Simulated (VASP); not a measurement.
A run of VASP 6.6.1 is set up as follows.

Contents of INCAR:

```
SYSTEM = WSe2
ALGO = Fast ; EDIFF = 1E-6
ENCUT = 520 ; GGA_COMPAT = .FALSE.
ISIF = 2 ; ISMEAR = -1
LASPH = .TRUE. ; LCHARG = .FALSE.
LMAXMIX = 4 ; LORBIT = 11
LREAL = .FALSE. ; LSORBIT = .TRUE.
LWAVE = .FALSE. ; MAGMOM = 0 0 0 0 0 0 0 0 0 0 0 0 0 0 0 0 0 0
NBANDS = 68 ; NELM = 80
PREC = Accurate ; SIGMA = 0.05
```

KPOINTS

```
k-points
0
G
  6 6 1
  0 0 0
```

POSCAR

```
WSe2
1.0
    3.2820000000      0.0000000000      0.0000000000
   -1.6410000000      2.8422950000      0.0000000000
    0.0000000000      0.0000000000     27.8300000000
Se W
4 2
Direct
    0.6666670000      0.3333330000      0.3242330000
    0.6666670000      0.3333330000      0.4455050000
    0.3333330000      0.6666670000      0.5544950000
    0.3333330000      0.6666670000      0.6757670000
    0.3333330000      0.6666670000      0.3848810000
    0.6666670000      0.3333330000      0.6151190000
```

Potentials or basis: VASP PAW LDA potentials, release 64 (Se, W_sv).

The run is started by

```sh
$ cat potpaw_LDA.64/Se/POTCAR potpaw_LDA.64/W_sv/POTCAR > POTCAR
$ mpirun -np 1 vasp_ncl > vasp.out
```

Question: What does it give for the largest force?

Answer: 0.503 eV/Å.

Question: What does it give for the net moment?

Answer: 0.00 μB per cell.

Moments on the atoms (μB; x, y, z):
```
Se  0.00 0.00 0.00
Se  0.00 0.00 0.00
Se  0.00 0.00 0.00
Se  0.00 0.00 0.00
W   0.00 0.00 0.00
W   0.00 0.00 0.00
```

Caveat: the k mesh is coarse (spacing up to 0.37 Å⁻¹), so the values aren't converged.
